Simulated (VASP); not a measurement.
Given:

```xyz
2
Lattice="0.0000 3.0361 3.0361 3.0361 0.0000 3.0361 3.0361 3.0361 0.0000" Properties=species:S:1:pos:R:3 pbc="T T T"
Zn     0.0000     0.0000     0.0000
Te     1.5180     1.5180     1.5180
```

The numbers are results of PBEsol GGA, VASP's PBE PAW potentials (set 64) (plane waves; VASP 6.6.1), not measurements. Run with 520 eV cut-off, Gaussian smearing of 0.050 eV, potentials Zn Te.

Unless said otherwise, spin-orbit coupling is left out, though it shifts the bands of the heavy elements here.

Q: Give the energies of bands 2 to 12 at the high-symmetry points, in eV from the valence-band maximum.

A: 
| band | Γ | X | U | L | W |
|---|---|---|---|---|---|
| 2 | -6.97 | -6.90 | -6.89 | -6.91 | -6.88 |
| 3 | -6.97 | -6.81 | -6.83 | -6.91 | -6.84 |
| 4 | -6.97 | -6.81 | -6.78 | -6.72 | -6.75 |
| 5 | -6.72 | -6.70 | -6.72 | -6.72 | -6.74 |
| 6 | -6.72 | -6.51 | -6.46 | -6.57 | -6.43 |
| 7 | 0.00 | -5.10 | -4.99 | -5.29 | -4.96 |
| 8 | 0.00 | -2.24 | -3.18 | -0.93 | -2.92 |
| 9 | 0.00 | -2.24 | -1.86 | -0.93 | -2.70 |
| 10 | 1.23 | 2.18 | 2.56 | 1.73 | 4.55 |
| 11 | 4.34 | 2.24 | 4.69 | 4.99 | 4.76 |
| 12 | 4.34 | 9.81 | 7.68 | 4.99 | 5.73 |

The gap is direct, 1.23 eV, from the valence maximum at Γ to the conduction minimum at Γ.

Measured: gap 2.43 eV (computed value off by -1.20 eV), as given by Anna Miglio et al., npj Computational Materials (2020), arXiv:2011.12765 [zero-point renormalisation of 40 meV (experimental, the table's column) added back].

The compound is ZnTe in the zinc blende structure. It was relaxed first.
